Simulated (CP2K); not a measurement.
KBr:

```
CELL_PARAMETERS angstrom
4.66690 0.00000 0.00000
2.33345 4.04166 0.00000
2.33345 1.34722 3.81051
ATOMIC_POSITIONS crystal
Br 0.50000 0.50000 0.50000
K 0.00000 0.00000 0.00000
```

Base run:

```yaml
Program: CP2K 2026.2
Functional: WC
Potentials_or_basis: POTENTIAL_UZH Br GTH-PBE-q7, K GTH-PBE-q9; TZVP-MOLOPT-PBE-GTH basis
Density_cutoff: 9184 eV
k_mesh: 7 × 7 × 7
Occupations: fermi-dirac, width 0.05 eV
Spin: no spin polarisation
```

Its results: band gap on the k mesh 4.24 eV, direct; pressure -0.1 GPa.

Task: After a change of settings the same cell gave: band gap on the k mesh 4.38 eV, direct; pressure 0.8 GPa. Which change was it?
A. functional from WC to PBE
B. functional from WC to LDA
C. functional from WC to MS2
D. functional from WC to BEEF-vdW

Result: A.

PBE binds less tightly than WC, so the same cell stands under more pressure.

Caveats: the basis of atomic orbitals isn't converged, which shifts pressures, moduli and gaps; the potentials were made for another functional, which shifts forces and pressure (some runs).

Not every run made on this cell is shown here.
